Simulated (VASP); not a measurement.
The system is NaI.

```
CELL_PARAMETERS angstrom
0.00000 3.22963 3.31941
3.22963 0.00000 3.31941
3.22963 3.22963 0.00000
ATOMIC_POSITIONS crystal
Na 0.00000 0.00000 0.00000
I 0.50000 0.50000 0.50000
```

The cell isn't the ideal one: uniaxial_z strain +2.8%.

Base run:

```yaml
Program: VASP 6.6.1
Functional: r2SCAN
Potentials_or_basis: VASP PAW PBE potentials, release 64 (Na_pv, I)
Cutoff: 520 eV
k_mesh: 8 × 8 × 8
Occupations: gaussian, width 0.01 eV
Spin: no spin polarisation
```

Its results: band gap on the k mesh 4.36 eV, direct; pressure -0.5 GPa.

The run is repeated on the same cell with these changes: functional from r2SCAN to PBE; occupations from gaussian, width 0.01 eV to fermi-dirac, width 0.02 eV. What comes out?

Band gap on the k mesh 3.57 eV, direct; pressure 0.1 GPa.

Caveats: spin-orbit coupling is left out, which moves the levels of the heavy elements; the PAW data sets were made with another functional, which shifts forces and pressure a little (some runs).

A k mesh can miss the band edges.
